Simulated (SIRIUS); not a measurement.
**HfN in SIRIUS: the effect of target pressure**

The system is HfN.

```
CELL_PARAMETERS angstrom
0.00000 2.45482 2.45482
2.45482 0.00000 2.45482
2.45482 2.45482 0.00000
ATOMIC_POSITIONS crystal
Hf 0.00000 0.00000 0.00000
N 0.25000 0.25000 0.25000
```

The cell comes from a database or a generator and needn't be the stable form of this composition.

Alike in all runs:

- Program: SIRIUS 7.10.0
- Task: relaxation of cell and atoms
- Functional: PBE
- Potentials or basis: PseudoDojo 0.4.1 PBE standard (scalar relativistic)
- Cutoff: 1152 eV
- Density cutoff: 4606 eV
- k mesh: 5 × 5 × 5
- Occupations: fermi-dirac, width 0.05 eV
- Spin: no spin polarisation

Each run relaxes the cell or the atoms first.

```tsv
target pressure	relaxed volume (Å³/atom)
0 GPa	14.84
5 GPa	14.48
10 GPa	14.16
20 GPa	13.61
30 GPa	?
```

**Question.** What does the run with target pressure 30 GPa give?

**Answer.** Relaxed volume 13.15 Å³/atom.

Worked out: In Murnaghan's law V^(-B') rises as a straight line in P. The other rows fit best with B' = 3.9, V0 = 14.84 Å³/atom and B0 = 194 GPa, which gives 13.15 Å³/atom at 30 GPa, against the run's 13.15.

Caveats: all runs use coarse meshes.
